## Stress in a cell that is held fixed

The stress along an axis tells how the energy of a crystal changes when its cell is stretched along that axis, divided by the volume. Here it is counted positive when the cell pushes outward. The pressure $p$ is the mean of the three stresses $\sigma_{xx}$, $\sigma_{yy}$ and $\sigma_{zz}$. All were computed by density-functional theory for one cell of black phosphorus, with the same atomic positions each time. What changes is the functional, the approximate formula for the exchange and correlation energy of the electrons, together with the atomic data sets in some rows.

Black phosphorus consists of puckered layers. The $x$ axis runs along the zigzag chains of a layer, $z$ runs across them in the same layer (the armchair direction), and $y$ points from layer to layer.

Plane-wave PAW density-functional calculations with GPAW 26.7.0 for black phosphorus (space group Cmce, 4 atoms) at fixed cell and atomic positions, without spin polarisation or dispersion correction. The plane-wave cutoff is 600 eV, the k mesh 5 × 5 × 4 and the Fermi-Dirac smearing 0.05 eV. Stress and pressure are positive in compression.

| functional | potentials | pressure (GPa) | stress xx (GPa) | stress yy (GPa) | stress zz (GPa) |
| --- | --- | --- | --- | --- | --- |
| PBE | GPAW-PAW-data-sets-(gpaw-data-1.2.1) | 2.400 | 3.000 | 1.940 | 2.270 |
| r2SCAN | GPAW-PAW-data-sets-(gpaw-data-1.2.1) | 1.080 | 1.770 | 0.650 | 0.830 |
| AM05 | PAW-data-sets-made-by gpaw-setup-for-the-functional | -0.060 | 0.090 | -0.020 | -0.240 |
| BP86 | PAW-data-sets-made-by gpaw-setup-for-the-functional | 3.300 | 4.100 | 2.650 | 3.160 |
| M06-L | GPAW-PAW-data-sets-(gpaw-data-1.2.1) | -0.610 | 0.180 | -1.200 | -0.820 |
| TASK | GPAW-PAW-data-sets-(gpaw-data-1.2.1) | 6.250 | 7.280 | 5.760 | 5.730 |

The pressures span about 7 GPa, so the choice of functional matters a great deal for this quantity. The differences among the three stresses of one row are much smaller, at most about 1.6 GPa. This contrast is what makes a hand estimate possible.

## The rule

Suppose that the three stresses are known for one functional, and only the pressure for another. Take from the first functional the amount by which each stress departs from the pressure, and add it to the new pressure. With PBE as the reference, this gives in GPa

$$\sigma_{xx}\approx p+0.60,\qquad \sigma_{yy}\approx p-0.46,\qquad \sigma_{zz}\approx p-0.13 .$$

The three offsets sum to zero within rounding, because the pressure is the mean of the stresses. The rule therefore has two independent numbers, both from the PBE row. It estimates how the stress is divided among the axes, and the pressure itself must be supplied.

## Why the offsets survive a change of functional

Let $\Delta E$ be the energy difference between two functionals for the same crystal, and $V$ the volume. Let $\varepsilon_{ii}$ be a small relative stretch along axis $i$. The change of stress is then

$$\Delta\sigma_{ii}=-\frac{1}{V}\frac{\partial \Delta E}{\partial\varepsilon_{ii}} .$$

If $\Delta E$ depends mainly on the volume and little on the shape, a stretch along any axis has the same effect, since each enlarges the volume by the same fraction. All three stresses then change by $-\mathrm{d}\Delta E/\mathrm{d}V$. The new functional adds a uniform pressure, while the unevenness that belongs to the shape of the cell and the positions of its atoms stays.

The table supports this picture best for r2SCAN and M06-L. From PBE to r2SCAN the three stresses fall by 1.2 to 1.4 GPa, and from PBE to M06-L by 2.8 to 3.1 GPa. The shifts to BP86 (up by 0.71 to 1.1 GPa) and to AM05 (down by 1.96 to 2.91 GPa) are less even in proportion. The stacking stress shifts least for BP86 and AM05, but for the other three functionals it moves about as much as the stresses within the layers.

That may seem odd for a layered crystal, but the layers are puckered. Each atom has three bonds, nearly at right angles to one another, and one of them points mostly along the stacking axis. If all three bonds pull or push a little more, and the atoms follow the cell as it is stretched, geometry assigns 37 % of the effect to $x$, 29 % to $y$ and 34 % to $z$. A perfectly even division would be 33 % each.

A common change in the bonds cannot be the whole cause, however. It would move the armchair force on an atom one way when the pressure rises and the other way when it falls. Yet from PBE this force changes in the same direction for r2SCAN, where the pressure falls, and for TASK, where it rises. The push between neighbouring layers changes too. It can be bounded from the stacking stress and the computed forces on the atoms, since any jump in stress across a sheet of atoms must be balanced by the force on that sheet. The stress across the gap is at most 3.3 GPa with PBE and at least 5.7 GPa with TASK. Part of the rise from PBE to TASK therefore comes through the gap. How the rest divides between the bonds and other contacts is not settled here.

The functionals themselves may help too. The part of the exchange and correlation energy that depends only on the local density is nearly the same in all of them, so it largely cancels in the difference. What remains are terms that depend on the slope of the density and, in r2SCAN, M06-L and TASK, also on the kinetic-energy density of the electrons. At each point such terms have a direction, but around nearly round atoms these directions partly average out. This is an argument from theory, and the calculations do not show how far it holds.

## r2SCAN, worked in full

The r2SCAN pressure is 1.08 GPa. The rule gives, in GPa,

$$\sigma_{xx}\approx 1.08+0.60=1.68,$$
$$\sigma_{yy}\approx 1.08-0.46=0.62,$$
$$\sigma_{zz}\approx 1.08-0.13=0.95 .$$

The computed stresses are 1.77, 0.65 and 0.83 GPa. The estimate has the right order of the axes and misses each value by about 0.1 GPa or less. The r2SCAN stresses played no part in choosing the offsets, but the r2SCAN pressure was an input. The agreement therefore tests only the division among the axes.

## TASK, where the errors grow

TASK has the highest pressure in the table, 6.25 GPa. The same steps give, in GPa,

$$\sigma_{xx}\approx 6.85,\qquad \sigma_{yy}\approx 5.79,\qquad \sigma_{zz}\approx 6.12 .$$

The stacking stress is almost exact. The zigzag stress comes out 0.4 GPa too low and the armchair stress 0.4 GPa too high. Compared with a pressure above 6 GPa these are modest errors, but they are comparable with the larger offsets, and the armchair error exceeds its own offset. The rule ranks $z$ clearly above $y$, whereas the computed values are nearly equal.

The reason can be read from the shifts. From PBE to TASK the zigzag stress rises by 4.3 GPa and the armchair stress by only 3.5 GPa. The energy difference between these functionals thus depends on shape as well as volume. Part of this may come from the atomic data sets, which were made for PBE and used with TASK; no test here shows how much.

## Accuracy over the table

Over the five rows other than PBE, the typical (root-mean-square) error of an estimated stress is 0.25 GPa. Setting all three stresses equal to the pressure more than doubles it, to 0.54 GPa. Scaling the PBE stresses in proportion to the pressure gives 0.42 GPa. Adding works better than scaling overall, and clearly so for r2SCAN, M06-L and TASK. M06-L shows why: its pressure is negative, yet its zigzag stress stays close to zero. Adding puts that stress at −0.01 GPa, whereas scaling makes it clearly negative. For BP86 and AM05, however, scaling is the closer rule. Like PBE, these two use only the density and its slope, and among these three functionals the unevenness shrinks as the pressure falls. Three rows are too few to make a law of that. The printed output below gives the estimates and misses for each row.

A harder task is to start from the zigzag stress alone and infer the other two. One subtracts the PBE offset to get the pressure, then proceeds as before. For r2SCAN the errors stay near 0.2 GPa or below, but they reach 0.8 GPa for TASK and almost 1 GPa for AM05. A known pressure is the better starting point, because it averages over the axes.

## AM05, where the rule fails

With AM05 the unevenness is much smaller than in the other rows. Its zigzag stress exceeds its stacking stress by only 0.1 GPa, against 1.1 to 1.5 GPa in the other rows. The rule carries over a difference between these two axes that AM05 hardly has, and so misses both stresses by about 0.5 GPa, in opposite directions.

The cause is open. AM05 was run with atomic data sets made for it, but so was BP86, which keeps a strong unevenness. Such data sets alone therefore do not remove it. A user who has only the pressure of a new functional has no warning of such a case, and should allow an error of half a GPa on each stress.

## What the estimate can be used for

The rule holds for this cell and these atomic positions. The atoms are not at rest: the force on each ranges from below 0.1 to about 0.4 eV/Å, depending on the functional. If they were allowed to move, the stresses would change, and the offsets with them. For another cell, even of the same material, the reference stresses must be computed anew.

Signs near zero deserve no trust. The sampling of electron states (the k mesh) is coarse, the program warns about the wide angle of the cell, and no finer calculation is at hand to show the effect. The AM05 pressure of −0.06 GPa is best read as zero within an unknown error. It does not show that AM05 describes the attraction between layers, since long-range dispersion is missing from it. Nor is a pressure near zero a sign of accuracy, because the cell is not the measured one.

Nor does an equal change of stress mean an equal change of length. Black phosphorus is much stiffer along the zigzag chains than along the other two axes. A uniform extra pressure from the functional would therefore, once the cell is released, lengthen it mostly along the armchair and stacking directions.

Printed output of the fit:

```
PBE offset of xx from the pressure (GPa): 0.6
PBE offset of yy from the pressure (GPa): -0.46
PBE offset of zz from the pressure (GPa): -0.13
Estimates and misses (estimate less computed) in GPa:
     row  est xx  est yy  est zz  miss xx  miss yy  miss zz
     PBE       3    1.94    2.27        0        0        0
  r2SCAN    1.68    0.62    0.95    -0.09    -0.03     0.12
    AM05    0.54   -0.52   -0.19     0.45     -0.5     0.05
    BP86     3.9    2.84    3.17     -0.2     0.19     0.01
   M06-L   -0.01   -1.07   -0.74    -0.19     0.13     0.08
    TASK    6.85    5.79    6.12    -0.43     0.03     0.39
rms miss of the offset rule over the five rows other than PBE (GPa): 0.2519
rms miss if all three stresses equal the pressure, same rows (GPa): 0.5447
rms miss if stresses scale with the pressure, same rows (GPa): 0.4157
span of the pressures over the table (GPa): 6.86
Shifts from PBE and anisotropy in GPa:
     row  shift xx  shift yy  shift zz  xx less yy
     PBE         0         0         0        1.06
  r2SCAN     -1.23     -1.29     -1.44        1.12
    AM05     -2.91     -1.96     -2.51        0.11
    BP86       1.1      0.71      0.89        1.45
   M06-L     -2.82     -3.14     -3.09        1.38
    TASK      4.28      3.82      3.46        1.52
Misses when only xx is known in GPa:
     row  miss yy  miss zz
     PBE        0        0
  r2SCAN     0.06     0.21
    AM05    -0.95     -0.4
    BP86     0.39     0.21
   M06-L     0.32     0.27
    TASK     0.46     0.82
share of a common bond tension along x zigzag (percent): 37.23
share of a common bond tension along y stacking (percent): 28.87
share of a common bond tension along z armchair (percent): 33.9
lower bound of the stress across the layer gap in TASK (GPa): 5.674
upper bound of the stress across the layer gap in PBE (GPa): 3.304
```
